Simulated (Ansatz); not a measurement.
Be, DFT, PBE, all-electron PAW with datasets made for the crystal, scalar-relativistic (Ansatz 0.2.0), run on 1 thread of Arm Neoverse V2 on a shared host.

Structure from Materials Project entry mp-20 (possibly hypothetical), not relaxed further. The listed cell was then made from it by scaling, straining or moving an atom.

Command: `ansatz run input.yaml --threads 1 --pin off --max-ram 3072MiB --backend cpu --events-out ev --progress --plain --runs-dir out`

```yaml
crystal:
  lattice:
    - [-1.2280585323, 1.2531209513, 1.2531209513]
    - [1.2531209513, -1.2280585323, 1.2531209513]
    - [1.2531209513, 1.2531209513, -1.2280585323]
  atoms:
    - { symbol: Be, position: [0.0, 0.0, 0.0] }
kpoints:
  mp_grid: { grid: [23, 23, 23] }
scf:
  occupations: { method: fermi_dirac, width: 0.03 }
hamiltonian:
  xc: pbe
  pseudopotentials: { kind: all_electron, datasets: crystal }
output:
  forces: true
  stress: true
  eigenvalues: true
  efg: { contact_densities: true }
```

Task: How large is the problem that the program sets up?

Result: 1156 irreducible k-points, 67 plane waves at Γ, 5 bands.

Task: Estimate the wall time and the peak memory.

Result: 11 s of wall time for 5 SCF iterations, with a peak of 0.37 GiB. Times on shared machines scatter by tens of per cent.

Task: And the same cell and mesh by frozen-core PAW, asked for forces, stress, eigenvalues, efg, write_density, write_potential, elf, on the same hardware?

Result: 4.9 s, peak memory 0.35 GiB.
